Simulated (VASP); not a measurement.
**VASP inputs for InSb (strained zincblende)**

INCAR

```
ISMEAR = -1
EDIFF = 1E-7
LELF = .TRUE.
GGA = PE
ISIF = 2
NELM = 120
ENCUT = 520
PREC = Accurate
SIGMA = 0.02
IBRION = -1
LASPH = .TRUE.
LREAL = .FALSE.
NSW = 0
NBANDS = 16
LCHARG = .TRUE.
LWAVE = .FALSE.
```

KPOINTS

```
KPOINTS created by Atomic Simulation Environment
0
Gamma
6 6 6
0 0 0
```

KPOINTS_OPT

```
special points
6
Reciprocal
0.0000000000 0.0000000000 0.0000000000 1
-0.5000000000 -0.5000000000 0.0000000000 1
-0.3750000000 -0.3750000000 0.2500000000 1
-0.3750000000 0.0000000000 0.3750000000 1
0.0000000000 0.0000000000 0.5000000000 1
-0.5000000000 -0.2500000000 0.2500000000 1
```

POSCAR

```
In Sb
 1.0000000000000000
     0.0000000000000000    3.2795130145000000    3.3162435602999998
     3.2795130145000000    0.0000000000000000    3.3162435602999998
     3.2795130145000000    3.2795130145000000    0.0000000000000000
 In  Sb
   1   1
Cartesian
  0.0000000000000000  0.0000000000000000  0.0000000000000000
  1.6397565072500004  1.6397565072500004  1.6581217801499999
```

VASP ran with the recommended PBE PAW datasets (18 valence electrons in the cell).

Q: Predict the results.

A: gap between bands v and c 0.00 eV; least direct gap 0.00 eV; pressure 1.0 GPa.

Band v is the last that the valence electrons fill when counted band by band, and c is the next. Levels in eV from the top of v:

```tsv
point	v−1	v	c	c+1
Γ	-0.05	0.00	0.00	2.93
X	-2.09	-2.09	1.39	1.44
K	-2.93	-1.82	1.60	3.57
L	-0.99	-0.92	0.44	3.76
W	-2.68	-2.55	3.35	3.98
```
